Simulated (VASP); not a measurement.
# SnTe (Pm-3m) in VASP: further runs

Runs on SnTe. Level: LDA. Tasks: single point.

All numbers are computed with VASP 6.6.1; they aren't measurements. Logs are shortened: lines on timing, memory, paths and dates and some standing lists are left out, and cuts for length are marked.

## (1) The structure

The structure is cubic, space group Pm-3m (No. 221). The conventional cell has a = 3.905 Å, b = 3.905 Å, c = 3.905 Å, α = 90.00°, β = 90.00°, γ = 90.00°. Around Te (site symmetry m-3m) lie 8 Sn at 3.38 Å. Sn (site symmetry m-3m) has 8 Te at 3.38 Å as nearest neighbours.

Measurements of this composition are mostly on another form, of space group No. 225.

## (2) Single point, LDA

INCAR

```
SYSTEM = SnTe
ADDGRID = .False.
ALGO = Normal
EDIFF = 1E-6
ENCUT = 250
GGA = CA
ISIF = 2
ISMEAR = 0
LASPH = .True.
LCHARG = .False.
LREAL = .False.
LWAVE = .False.
NELM = 100
PREC = Accurate
SIGMA = 0.05
```

KPOINTS

```
k-points
0
Gamma
  5 5 5
  0 0 0
```

POSCAR

```
SnTe
1.0
    3.9047000000      0.0000000000      0.0000000000
    0.0000000000      3.9047000000      0.0000000000
    0.0000000000      0.0000000000      3.9047000000
Te Sn
1 1
Direct
    0.5000000000      0.5000000000      0.5000000000
    0.0000000000      0.0000000000      0.0000000000
```

Potentials or basis: VASP PAW LDA potentials, release 64 (Te, Sn_d).

On the command line:

```
$ cat potpaw_LDA.64/Te/POTCAR potpaw_LDA.64/Sn_d/POTCAR > POTCAR
$ mpirun -np 1 vasp_std > vasp.out
```

OUTCAR:

```text
SYSTEM = SnTe
   EDIFF = 1E-6
   ENCUT = 250
   GGA = CA
   ISIF = 2
   ISMEAR = 0
   LASPH = .True.
   LREAL = .False.
   NELM = 100
   PREC = Accurate

 Found     10 irreducible k-points:

 Following reciprocal coordinates:
            Coordinates               Weight
  0.000000  0.000000  0.000000      1.000000
  0.200000  0.000000  0.000000      6.000000
  0.400000  0.000000  0.000000      6.000000
  0.200000  0.200000  0.000000     12.000000
  0.400000  0.200000  0.000000     24.000000
  0.400000  0.400000  0.000000     12.000000
   k-points           NKPTS =     10   k-points in BZ     NKDIM =     10   number of bands    NBANDS=     14
   number of dos      NEDOS =    301   number of ions     NIONS =      2
   total plane-waves  NPLWV =   8000
   dimension x,y,z NGX =    20 NGY =   20 NGZ =   20
   dimension x,y,z NGXF=    40 NGYF=   40 NGZF=   40
   ions per type =               1   1
   NGX,Y,Z   is equivalent  to a cutoff of   8.52,  8.52,  8.52 a.u.
   NGXF,Y,Z  is equivalent  to a cutoff of  17.03, 17.03, 17.03 a.u.
 SYSTEM =  SnTe
   PREC   = accura    normal or accurate (medium, high low for compatibility)
   ISTART =      0    job   : 0-new  1-cont  2-samecut
   ICHARG =      2    charge: 1-file 2-atom 10-const
   ISPIN  =      1    spin polarized calculation?
   LNONCOLLINEAR =      F non collinear calculations
   LSORBIT =      F    spin-orbit coupling
   LASPH  =      T    aspherical Exc in radial PAW
   ENCUT  =  250.0 eV  18.37 Ry    4.29 a.u.   5.03  5.03  5.03*2*pi/ulx,y,z
   NELM   =    100;   NELMIN=  2; NELMDL= -5     # of ELM steps
   EDIFF  = 0.1E-05   stopping-criterion for ELM
   LREAL  =      F    real-space projection
   EDIFFG = 0.1E-04   stopping-criterion for IOM
   NSW    =      0    number of steps for IOM
   IBRION =     -1    ionic relax: 0-MD 1-quasi-New 2-CG
   NFREE  =      0    steps in history (QN), initial steepest desc. (CG)
   ISIF   =      2    stress and relaxation
   ISYM   =      2    0-nonsym 1-usesym 2-fastsym
   POTIM  = 0.5000    time-step for ionic-motion
   TEBEG  =    0.0;   TEEND  =   0.0 temperature during run
   PSTRESS=    0.0 pullay stress
   NELECT =      20.0000    total number of electrons
   NUPDOWN=      -1.0000    fix difference up-down
   EMIN   =  10.00;   EMAX   =-10.00  energy-range for DOS
   EFERMI =   0.00;   METHOD = LEGACY
   ISMEAR =     0;   SIGMA  =   0.05  broadening in eV -4-tet -1-fermi 0-gaus
   EFERMI_NEDOS =   21; number of points for ismear=-14 and -15
   IALGO  =     38    algorithm
   IMIX   =      4    mixing-type and parameters
     AMIX     =   0.40;   BMIX     =  1.00
     AMIX_MAG =   1.60;   BMIX_MAG =  1.00
  volume/ion in A,a.u.               =      29.77       200.88
  Fermi-wavevector in a.u.,A,eV,Ry     =   1.138057  2.150615 17.621893  1.295173
  Thomas-Fermi vector in A             =   2.274761
   LORBIT       =      0    0 simple, 1 ext, 2 COOP (PROOUT), +10 PAW based schemes
   GGA     = CA    functional components
   LHFCALC =     F    Hartree Fock is set to
   AEXX    =    0.0000 exact exchange contribution
   IVDW    =     0    specifies the selected vdW correction
   LEPSILON=     F    determine dielectric tensor
   LRPA    =     F    only Hartree local field effects (RPA)
 non-spin polarized calculation
 Gauss-broadening in eV      SIGMA  =   0.05
  energy-cutoff  :      250.00
  volume of cell :       59.53
 maximum number of plane-waves:       541
   NGX = 11   NGY = 11   NGZ = 11

 number of electron      20.0000049 magnetization

 Free energy of the ion-electron system (eV)
  ---------------------------------------------------
  ext. energy  EPLUGINS =         0.00000000
  ---------------------------------------------------
  free energy    TOTEN  =        -8.34600476 eV

  energy without entropy =       -8.34362174  energy(sigma->0) =       -8.34481325

 E-fermi :   6.9310     XC(G=0): -10.0885

 val. band max:        6.6913249869   @ k =   0.2000   0.2000   0.0000
 cond. band min:       6.9365382746   @ k =   0.2000   0.2000   0.2000
 fundamental gap:      0.2452132878
 Fermi energy:         6.9310374792

 k-point     1 :       0.0000    0.0000    0.0000
  band No.  band energies     occupation
      1     -14.6342      2.00000
      2     -14.6342      2.00000
      3     -14.5969      2.00000
      4     -14.5969      2.00000
      5     -14.5969      2.00000
      6      -5.4894      2.00000
      7       1.4113      2.00000
      8       5.1186      2.00000
      9       5.1186      2.00000
     10       5.1186      2.00000
     11      10.4715      0.00000
     12      10.4715      0.00000
     13      12.0851      0.00000
     14      12.0851      0.00000

 k-point     2 :       0.2000    0.0000    0.0000
  band No.  band energies     occupation
      1     -14.6338      2.00000
      2     -14.6226      2.00000
      3     -14.6008      2.00000
      4     -14.6008      2.00000
      5     -14.5966      2.00000
      6      -5.1865      2.00000
      7       0.4983      2.00000
      8       5.1639      2.00000
      9       5.4766      2.00000
     10       5.4766      2.00000
     11      10.2694      0.00000
     12      10.8109      0.00000
     13      11.0759      0.00000
     14      11.0759      0.00000

 k-point     3 :       0.4000    0.0000    0.0000
  band No.  band energies     occupation
      1     -14.6330      2.00000
      2     -14.6068      2.00000
      3     -14.6068      2.00000
      4     -14.6036      2.00000
      5     -14.5961      2.00000
      6      -4.4854      2.00000
      7      -1.0556      2.00000
      8       6.0681      2.00000
      9       6.3538      2.00000
     10       6.3538      2.00000
     11       7.8887      0.00000
     12       9.3381      0.00000
     13       9.3381      0.00000
     14      11.7974      0.00000

 k-point     4 :       0.2000    0.2000    0.0000
  band No.  band energies     occupation
      1     -14.6278      2.00000
      2     -14.6164      2.00000
      3     -14.6051      2.00000
      4     -14.6007      2.00000
      5     -14.6001      2.00000
      6      -4.8947      2.00000
      7       0.2506      2.00000
      8       3.6795      2.00000
      9       5.8042      2.00000
     10       6.6913      2.00000
     11       8.3828      0.00000
     12      10.6636      0.00000
     13      11.3537      0.00000
     14      12.2316      0.00000

 k-point     5 :       0.4000    0.2000    0.0000
  band No.  band energies     occupation
      1     -14.6252      2.00000
      2     -14.6121      2.00000
      3     -14.6061      2.00000
      4     -14.5996      2.00000
      5     -14.5991      2.00000
      6      -4.2380      2.00000
      7      -0.7417      2.00000
      8       3.7898      2.00000
      9       5.5842      2.00000
     10       6.5704      2.00000
     11       8.4096      0.00000
     12       9.5479      0.00000
     13      10.2057      0.00000
     14      13.3070      0.00000

 k-point     6 :       0.4000    0.4000    0.0000
  band No.  band energies     occupation
      1     -14.6209      2.00000
      2     -14.6176      2.00000
      3     -14.6052      2.00000
      4     -14.6050      2.00000
      5     -14.5866      2.00000
      6      -3.7330      2.00000
      7      -0.0910      2.00000
      8       2.2837      2.00000
      9       3.2822      2.00000
     10       6.9924      0.08243
     11       9.7102      0.00000
     12       9.9016      0.00000
     13      10.6811      0.00000
     14      13.3296      0.00000

 [... further k-points ...]

------------------------ aborting loop because EDIFF is reached ----------------------------------------

  FORCE on cell =-STRESS in cart. coord.  units (eV):
  Direction    XX          YY          ZZ          XY          YZ          ZX
  --------------------------------------------------------------------------------------
  -------------------------------------------------------------------------------------
  Total       -1.5759847     -1.5759847     -1.5759847      0.0000000      0.0000000      0.0000000
  in kB      -42.4130555    -42.4130555    -42.4130555      0.0000000      0.0000000      0.0000000
  external PRESSURE =     -42.4130555 kB  Pullay stress =       0.0000000 kB

 VOLUME and BASIS-vectors are now :
 -----------------------------------------------------------------------------
  energy-cutoff  :      250.00
  volume of cell :       59.53
      direct lattice vectors                 reciprocal lattice vectors
     3.904700000  0.000000000  0.000000000     0.256101621  0.000000000  0.000000000
     0.000000000  3.904700000  0.000000000     0.000000000  0.256101621  0.000000000
     0.000000000  0.000000000  3.904700000     0.000000000  0.000000000  0.256101621

 POSITION                                       TOTAL-FORCE (eV/Angst)
 -----------------------------------------------------------------------------------
      1.95235      1.95235      1.95235         0.000000      0.000000      0.000000
      0.00000      0.00000      0.00000         0.000000      0.000000      0.000000
 -----------------------------------------------------------------------------------
    total drift:                               -0.000000      0.000000     -0.000000

  FREE ENERGIE OF THE ION-ELECTRON SYSTEM (eV)
  ---------------------------------------------------
  free  energy   TOTEN  =        -8.3460047624 eV

  energy  without entropy=       -8.3436217445  energy(sigma->0) =       -8.34481325
```

Run time: 2.3 s. Hardware: 1 thread of AMD EPYC 9R14 (Zen 4), shared host; peak memory 0.08 GiB.

These settings aren't checked as converged: the numbers below hold their error.

Results:

```yaml
Free_energy: -8.3460 eV
Band_gap_on_the_k_mesh: none (metal or under the smearing width)
```

Caveat: the cutoff is under 1.25 times the usual one of these potentials, so pressure, stress and relaxed cells hold a basis-set (Pulay) error.

## (3) Single point, LDA

INCAR: that of step 2 with these lines changed.

```diff
@@ -4,3 +4,3 @@
 EDIFF = 1E-6
-ENCUT = 250
+ENCUT = 400
 GGA = CA
```

KPOINTS

```
k-points
0
Gamma
  4 4 4
  0 0 0
```

POSCAR is that of step 2.

Potentials or basis: VASP PAW LDA potentials, release 64 (Te, Sn_d).

On the command line:

```
$ cat potpaw_LDA.64/Te/POTCAR potpaw_LDA.64/Sn_d/POTCAR > POTCAR
$ mpirun -np 1 vasp_std > vasp.out
```

It took 5.2 s on 1 thread of AMD EPYC 9R14 (Zen 4), shared host; peak memory 0.11 GiB.

The run converged, but some of its settings lie outside the range that counts as converged, so its numbers aren't taken as properties of the crystal.

What came out:

```
Free energy            : -8.1680 eV
Pressure               : -3.8 GPa
Band gap on the k mesh : none (metal or under the smearing width)
```

Caveat: the k mesh is coarse (spacing up to 0.40 Å⁻¹), so the values aren't converged.
